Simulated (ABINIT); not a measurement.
# BAs (F-43m) in ABINIT: further runs

Aim: see how the results for BAs move with the level of theory and the settings. Levels: PBE, WC. Tasks: equation of state.

All numbers are computed with ABINIT 10.8.3 (patched build); they aren't measurements. Logs are shortened: lines on timing, memory, paths and dates and some standing lists are left out, and cuts for length are marked. The log counts tension as positive stress, the text compression.

**Measured values to compare with.**

“Basic Physical Properties of Cubic Boron Arsenide”, 2019, arxiv:1911.11281 quotes, for a bulk crystal of BAs: bulk modulus 148 GPa.

The runs below are set against these values where they give the same quantity.

### Step 1. The structure

The structure is cubic, space group F-43m (No. 216). The conventional cell has a = 4.777 Å, b = 4.777 Å, c = 4.777 Å, α = 90.00°, β = 90.00°, γ = 90.00°. Around As (site symmetry -43m) lie 4 B at 2.07 Å. B (site symmetry -43m) is surrounded by 4 As at 2.07 Å.

### Step 2. Equation of state, PBE

The input, run.abi:

```
ndtset 7
getwfk -1
scalecart1 3*0.9795861087
scalecart2 3*0.9864848297
scalecart3 3*0.9932883884
scalecart4 3*1.0000000000
scalecart5 3*1.0066227096
scalecart6 3*1.0131594038
scalecart7 3*1.0196128224

pp_dirpath "./"
pseudos "As.GGA_PBE-JTH_sp.xml, B.GGA_PBE-JTH.xml"

acell 3.3778490937 3.3778490937 3.3778490937 Angstrom
rprim
     0.0000000000     0.7071067812     0.7071067812
     0.7071067812     0.0000000000     0.7071067812
     0.7071067812     0.7071067812     0.0000000000
ntypat 2
znucl 33 5
natom 2
typat 1 2
xred
     0.7500000000     0.7500000000     0.7500000000
     0.0000000000     0.0000000000     0.0000000000

ecut 15.0
pawecutdg 30.0

kptopt 1
ngkpt 10 10 10
nshiftk 1
shiftk 0.0 0.0 0.0

ixc 11

nband 8
occopt 3
tsmear 0.00183747

nstep 100
tolvrs 1.0e-9

iomode 3
prtwf 1
prtden 0
prteig 0
prtebands 0
enunit 1
```

Potentials or basis: JTH PAW PBE v2.0 sp.

Run with:

```sh
$ abinit run.abi > log 2>&1
```

run.abo:

```text
.Version 10.8.3 of ABINIT
 DATASET    1 : space group F-4 3 m (#216); Bravais cF (face-center cubic)
================================================================================
 Values of the parameters that define the memory need for DATASET  1.
     intxc =       0    ionmov =       0      iscf =      17    lmnmax =       8
     lnmax =       4     mgfft =      24  mpssoang =       2    mqgrid =    3001
     natom =       2  nloc_mem =       2    nspden =       1   nspinor =       1
    nsppol =       1      nsym =      24    n1xccc =       1    ntypat =       2
    occopt =       3   xclevel =       2
       mpw =         495          nfft =       13824          nkpt =          47
 PAW method is used; the additional fine FFT grid is defined by:
   mgfftf=        32    nfftf =     32768
================================================================================
================================================================================
[... 71 lines left out ...]
 DATASET    7 : space group F-4 3 m (#216); Bravais cF (face-center cubic)
================================================================================
 Values of the parameters that define the memory need for DATASET  7.
     intxc =       0    ionmov =       0      iscf =      17    lmnmax =       8
     lnmax =       4     mgfft =      24  mpssoang =       2    mqgrid =    3001
     natom =       2  nloc_mem =       2    nspden =       1   nspinor =       1
    nsppol =       1      nsym =      24    n1xccc =       1    ntypat =       2
    occopt =       3   xclevel =       2
       mpw =         552          nfft =       13824          nkpt =          47
 PAW method is used; the additional fine FFT grid is defined by:
   mgfftf=        36    nfftf =     46656
================================================================================
================================================================================

--------------------------------------------------------------------------------
------------- Echo of variables that govern the present computation ------------
--------------------------------------------------------------------------------
 -outvars: echo values of preprocessed input variables --------
            acell      6.3832096817E+00  6.3832096817E+00  6.3832096817E+00 Bohr
              amu      7.49215900E+01  1.08110000E+01
             ecut      1.50000000E+01 Hartree
           enunit           1
           getwfk          -1
              ixc          11
           jdtset        1    2    3    4    5    6    7
         kptrlatt       10    0    0      0   10    0      0    0   10
          kptrlen1     6.25290353E+01
          kptrlen2     6.29693952E+01
          kptrlen3     6.34036806E+01
          kptrlen4     6.38320968E+01
          kptrlen5     6.42548383E+01
          kptrlen6     6.46720892E+01
          kptrlen7     6.50840244E+01
            natom           2
            nband           8
           ndtset           7
            ngfft          24      24      24
          ngfftdg1         32      32      32
          ngfftdg2         32      32      32
          ngfftdg3         32      32      32
          ngfftdg4         32      32      32
          ngfftdg5         32      32      32
          ngfftdg6         32      32      32
          ngfftdg7         36      36      36
             nkpt          47
            nstep         100
             nsym          24
           ntypat           2
           occopt           3
        pawecutdg      3.00000000E+01 Hartree
         pawxcdev           0
           prtden           0
        prtebands           0
           prteig           0
            rprim1     0.0000000000E+00  6.9267198023E-01  6.9267198023E-01
                       6.9267198023E-01  0.0000000000E+00  6.9267198023E-01
                       6.9267198023E-01  6.9267198023E-01  0.0000000000E+00
            rprim2     0.0000000000E+00  6.9755011263E-01  6.9755011263E-01
                       6.9755011263E-01  0.0000000000E+00  6.9755011263E-01
                       6.9755011263E-01  6.9755011263E-01  0.0000000000E+00
            rprim3     0.0000000000E+00  7.0236095512E-01  7.0236095512E-01
                       7.0236095512E-01  0.0000000000E+00  7.0236095512E-01
                       7.0236095512E-01  7.0236095512E-01  0.0000000000E+00
            rprim4     0.0000000000E+00  7.0710678120E-01  7.0710678120E-01
                       7.0710678120E-01  0.0000000000E+00  7.0710678120E-01
                       7.0710678120E-01  7.0710678120E-01  0.0000000000E+00
            rprim5     0.0000000000E+00  7.1178974407E-01  7.1178974407E-01
[... 20 lines left out ...]
                       0.0000000000E+00  0.0000000000E+00  0.0000000000E+00
           xangst5     3.6064775129E+00  3.6064775129E+00  3.6064775129E+00
                       0.0000000000E+00  0.0000000000E+00  0.0000000000E+00
           xangst6     3.6298968540E+00  3.6298968540E+00  3.6298968540E+00
                       0.0000000000E+00  0.0000000000E+00  0.0000000000E+00
           xangst7     3.6530178395E+00  3.6530178395E+00  3.6530178395E+00
                       0.0000000000E+00  0.0000000000E+00  0.0000000000E+00
            xcart1     6.6322057357E+00  6.6322057357E+00  6.6322057357E+00
                       0.0000000000E+00  0.0000000000E+00  0.0000000000E+00
            xcart2     6.6789129487E+00  6.6789129487E+00  6.6789129487E+00
                       0.0000000000E+00  0.0000000000E+00  0.0000000000E+00
            xcart3     6.7249758732E+00  6.7249758732E+00  6.7249758732E+00
                       0.0000000000E+00  0.0000000000E+00  0.0000000000E+00
            xcart4     6.7704162777E+00  6.7704162777E+00  6.7704162777E+00
                       0.0000000000E+00  0.0000000000E+00  0.0000000000E+00
            xcart5     6.8152547785E+00  6.8152547785E+00  6.8152547785E+00
                       0.0000000000E+00  0.0000000000E+00  0.0000000000E+00
            xcart6     6.8595109194E+00  6.8595109194E+00  6.8595109194E+00
                       0.0000000000E+00  0.0000000000E+00  0.0000000000E+00
            xcart7     6.9032032497E+00  6.9032032497E+00  6.9032032497E+00
                       0.0000000000E+00  0.0000000000E+00  0.0000000000E+00
             xred      7.5000000000E-01  7.5000000000E-01  7.5000000000E-01
                       0.0000000000E+00  0.0000000000E+00  0.0000000000E+00
            znucl       33.00000    5.00000

================================================================================

 chkinp: Checking input parameters for consistency, jdtset=   1.

 chkinp: Checking input parameters for consistency, jdtset=   2.
[... 35 lines left out ...]
 getcut: wavevector=  0.0000  0.0000  0.0000  ngfft=  24  24  24
         ecut(hartree)=     15.000   => boxcut(ratio)=   2.20150

 getcut : COMMENT -
  Note that boxcut > 2.2 ; recall that boxcut=Gcut(box)/Gcut(sphere) = 2
  is sufficient for exact treatment of convolution.
  Such a large boxcut is a waste : you could raise ecut
  e.g. ecut=   18.174764 Hartrees makes boxcut=2

 Fine grid specifications (used for densities):

 getcut: wavevector=  0.0000  0.0000  0.0000  ngfft=  32  32  32
         ecut(hartree)=     30.000   => boxcut(ratio)=   2.07559

--- Pseudopotential description ------------------------------------------------
- pspini: atom type   1  psp file is ./As.GGA_PBE-JTH_sp.xml
 Pseudopotential format is: paw10
 basis_size (lnmax)=  4 (lmn_size=  8), orbitals=   0   0   1   1
 Spheres core radius: rc_sph= 2.10391912
 Shapefunction is BESSEL type: shapef(r,l)=aa(1,l)*jl(q(1,l)*r)+aa(2,l)*jl(q(2,l)*r)
 Radius for shape functions =  1.80731519
 Compensation charge density is not taken into account in XC energy/potential

- pspini: atom type   2  psp file is ./B.GGA_PBE-JTH.xml
 Pseudopotential format is: paw10
 basis_size (lnmax)=  4 (lmn_size=  8), orbitals=   0   0   1   1
 Spheres core radius: rc_sph= 1.70616958
 Shapefunction is SIN type: shapef(r)=[sin(pi*r/rshp)/(pi*r/rshp)]**2
 Radius for shape functions =  1.40269776
 Compensation charge density is not taken into account in XC energy/potential

   3.27472520E+02                                ecore*ucvol(ha*bohr**3)
--------------------------------------------------------------------------------

[... 1065 lines left out ...]
 getcut: wavevector=  0.0000  0.0000  0.0000  ngfft=  36  36  36
         ecut(hartree)=     30.000   => boxcut(ratio)=   2.24338

 getcut : COMMENT -
  Note that boxcut > 2.2 ; recall that boxcut=Gcut(box)/Gcut(sphere) = 2
  is sufficient for exact treatment of convolution.
  Such a large boxcut is a waste : you could raise ecut
  e.g. ecut=   37.745568 Hartrees makes boxcut=2

--------------------------------------------------------------------------------

-inwffil : will read wavefunctions from disk file runo_DS6_WFK.nc

================================================================================
[... 136 lines left out ...]
-Cartesian components of stress tensor (GPa)         [Pressure= -4.1831E+00 GPa]
- sigma(1 1)=  4.18307898E+00  sigma(3 2)=  0.00000000E+00
- sigma(2 2)=  4.18307898E+00  sigma(3 1)=  0.00000000E+00
- sigma(3 3)=  4.18307898E+00  sigma(2 1)=  0.00000000E+00

== END DATASET(S) ==============================================================
================================================================================

 -outvars: echo values of variables after computation  --------
            acell      6.3832096817E+00  6.3832096817E+00  6.3832096817E+00 Bohr
           etotal1    -9.2854487922E+00
           etotal2    -9.2869226377E+00
           etotal3    -9.2879566722E+00
           etotal4    -9.2885853876E+00
           etotal5    -9.2888461352E+00
           etotal6    -9.2887777389E+00
           etotal7    -9.2884060281E+00
            fcart1     1.9031035807E-30 -1.9031035807E-30  1.9031035807E-30
                      -1.9031035807E-30  1.9031035807E-30 -1.9031035807E-30
            fcart2     4.5355073488E-29 -7.5591789146E-29 -1.5118357829E-29
                      -4.5355073488E-29  7.5591789146E-29  1.5118357829E-29
            fcart3     1.5014804182E-29  1.5014804182E-29 -4.5044412547E-29
                      -1.5014804182E-29 -1.5014804182E-29  4.5044412547E-29
            fcart4     1.6079189293E-29  1.4680998920E-29 -4.5441187132E-29
                      -1.6079189293E-29 -1.4680998920E-29  4.5441187132E-29
            fcart5     9.2599432403E-30  7.4079545923E-30 -2.4075852425E-29
                      -9.2599432403E-30 -7.4079545923E-30  2.4075852425E-29
[... 38 lines left out ...]
                       0.0000000000E+00  0.0000000000E+00  0.0000000000E+00
           xangst1     3.5096121310E+00  3.5096121310E+00  3.5096121310E+00
                       0.0000000000E+00  0.0000000000E+00  0.0000000000E+00
           xangst2     3.5343285236E+00  3.5343285236E+00  3.5343285236E+00
                       0.0000000000E+00  0.0000000000E+00  0.0000000000E+00
           xangst3     3.5587039736E+00  3.5587039736E+00  3.5587039736E+00
                       0.0000000000E+00  0.0000000000E+00  0.0000000000E+00
           xangst4     3.5827500000E+00  3.5827500000E+00  3.5827500000E+00
                       0.0000000000E+00  0.0000000000E+00  0.0000000000E+00
           xangst5     3.6064775129E+00  3.6064775129E+00  3.6064775129E+00
                       0.0000000000E+00  0.0000000000E+00  0.0000000000E+00
           xangst6     3.6298968540E+00  3.6298968540E+00  3.6298968540E+00
                       0.0000000000E+00  0.0000000000E+00  0.0000000000E+00
           xangst7     3.6530178395E+00  3.6530178395E+00  3.6530178395E+00
                       0.0000000000E+00  0.0000000000E+00  0.0000000000E+00
             xred      7.5000000000E-01  7.5000000000E-01  7.5000000000E-01
                       0.0000000000E+00  0.0000000000E+00  0.0000000000E+00
 Calculation completed.
```

It took 40 s on 1 thread of Arm Neoverse V1, shared host; peak memory 0.12 GiB.

Results:

- Equilibrium volume: 13.97 Å³/atom
- Bulk modulus: 133 GPa
- Pressure derivative of the bulk modulus: 3.9

Energy against volume, from the lowest point:
```tsv
volume (Å³/atom)	energy (meV/atom)
12.809	46.22
13.081	26.17
13.354	12.10
13.626	3.55
13.899	0.00
14.171	0.93
14.444	5.99
```

Caveat: pressures at fixed basis lie under the slope of the energies; this set keeps more shells in the core, which shifts pressures and gaps. PBE usually gives volumes a little too large and moduli too small.

### Step 3. Equation of state, WC

Changes to run.abi since step 2:

```diff
@@ -13,3 +13,3 @@
 
-acell 3.3778490937 3.3778490937 3.3778490937 Angstrom
+acell 6.3832096775 6.3832096775 6.3832096775
 rprim
@@ -26,3 +26,3 @@
 
-ecut 15.0
+ecut 408.170794 eV
 pawecutdg 30.0
@@ -34,3 +34,3 @@
 
-ixc 11
+ixc 23
```

Potentials or basis: JTH PAW PBE v2.0 sp.

Run with:

```sh
$ abinit run.abi > log 2>&1
```

It took 40 s on 1 thread of Arm Neoverse V1, shared host; peak memory 0.12 GiB.

It converged, with:

- Equilibrium volume: 13.65 Å³/atom
- Bulk modulus: 140 GPa
- Pressure derivative of the bulk modulus: 4.0

Energy against volume, from the lowest point:
```tsv
volume (Å³/atom)	energy (meV/atom)
12.809	25.50
13.081	11.31
13.354	2.98
13.626	0.00
13.899	1.87
14.171	8.06
14.444	18.22
```

Caveat: pressures at fixed basis lie under the slope of the energies; the PAW data sets were made with another functional, which shifts forces and pressure a little; this set keeps more shells in the core, which shifts pressures and gaps.

### Step 4. Comparison with measurements

Step 2. Against the measured bulk modulus of BAs, 148 GPa (quoted in “Basic Physical Properties of Cubic Boron Arsenide”, 2019, arxiv:1911.11281), the calculated 133 GPa is off by -10.4 %. The fit is for a static lattice scaled at fixed shape and fixed fractional positions.

Step 3. Measured bulk modulus of BAs: 148 GPa (quoted in “Basic Physical Properties of Cubic Boron Arsenide”, 2019, arxiv:1911.11281). This calculation gives 140 GPa (-5.1 %). The fit is for a static lattice scaled at fixed shape and fixed fractional positions.
